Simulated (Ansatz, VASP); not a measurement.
# Pt in VASP and in Ansatz

INCAR

```
SYSTEM = Pt
  PREC = Accurate
  ENCUT = 600
  EDIFF = 1E-6
  ISMEAR = 0
  SIGMA = 0.1
  LREAL = .FALSE.
  LASPH = .TRUE.
  NELM = 80
  ALGO = Fast
  ISIF = 3
  LWAVE = .FALSE.
  LCHARG = .FALSE.
  GGA = PS
  IBRION = 2
  NSW = 100
  EDIFFG = -0.005
```

KPOINTS

```
regular mesh
0
G
  18 18 18
  0 0 0
```

POSCAR

```
Pt
1.0
    0.0000000000      1.9715751800      1.9715751800
    1.9715751800      0.0000000000      1.9715751800
    1.9715751800      1.9715751800      0.0000000000
Pt
1
Direct
    0.0000000000      0.0000000000      0.0000000000
```

Input for Ansatz:

```yaml
crystal:
  lattice:
    - [0.0, 1.97157518, 1.97157518]
    - [1.97157518, 0.0, 1.97157518]
    - [1.97157518, 1.97157518, 0.0]
  atoms:
    - { symbol: Pt, position: [0.0, 0.0, 0.0] }
basis:
  ecutwfc: 420
kpoints:
  mp_grid: { grid: [18, 18, 18] }
hamiltonian:
  xc: pbesol
scf:
  occupations: { method: gaussian, width: 0.1 }
output:
  forces: true
  stress: true
  eigenvalues: true
relax:
  adjacent_minimum: "off"
  f_tol: 0.005
  max_steps: 80
  cell: { stress_tol: 0.05 }
```

Alike in both runs: task relaxation of cell and atoms; functional PBEsol; k mesh 18 × 18 × 18; occupations gaussian, width 0.1 eV; no spin polarisation.

|  | VASP | Ansatz |
| --- | --- | --- |
| version | VASP 6.6.1 | Ansatz 0.2.0 |
| potentials or method | VASP PAW PBE potentials, release 64 (Pt) | scalar-relativistic, plane waves, PAW |
| plane-wave cutoff (eV) | 600 | 420 |
| valence electrons in the cell | 10 | 18 |

```csv
,VASP,Ansatz,Ansatz less VASP
"gap on the k mesh at the Fermi level, each at its own relaxed structure (eV)",none,none,-
relaxed volume (Å³/atom),15.02,15.04,+0.017
relaxed cell length with the largest relative difference (Å),2.769,2.770,+0.0011
energy change over the relaxation (meV/atom),-5,-5,+0.6
```

A gap of «none» marks a metal or a gap that the smearing closes. The two sets of potentials don't hold the same shells in valence.

Caveats: the PAW data sets were made with another functional, which shifts forces and pressure a little (VASP). The runs have no spin-orbit coupling, so splittings on Pt are missing.
